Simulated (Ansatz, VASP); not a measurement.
**Two plane-wave programs on Al2Ru**

```
Al Ru
1.0
    -1.56042    1.56042    4.22181
     1.56042   -1.56042    4.22181
     1.56042    1.56042   -4.22181
Al Ru
2 1
Direct
  0.65920 0.65920 0.00000
  0.34080 0.34080 0.00000
  0.00000 0.00000 0.00000
```

Alike in both runs: task single point; functional PBEsol; k mesh 9 × 9 × 9; occupations gaussian, width 0.2 eV; no spin polarisation.

|  | VASP | Ansatz |
| --- | --- | --- |
| version | VASP 6.6.1 | Ansatz 0.2.0 |
| potentials or method | VASP PAW PBE potentials, release 64 (Al, Ru_pv) | scalar-relativistic, plane waves, PAW |
| plane-wave cutoff (eV) | 520 | 420 |
| valence electrons in the cell | 20 | 22 |

|  | VASP | Ansatz | Ansatz less VASP |
| --- | --- | --- | --- |
| gap on the k mesh at the Fermi level (eV) | none | none | - |
| pressure (GPa) | -0.3 | -0.4 | -0.08 |
| largest component of the traceless stress (GPa) | 0.57 | 0.57 | +0.007 |
| rms of the force components (eV/Å) | 0.027 | 0.028 | +0.0004 |

Atom by atom the forces differ by 0.000 eV/Å (rms over components). A gap of «none» marks a metal or a gap that the smearing closes. The functional is the same, so the differences come from potentials, cutoffs and numerics. The two sets of potentials don't hold the same shells in valence.

Caveats: the PAW data sets were made with another functional, which shifts forces and pressure a little (VASP).
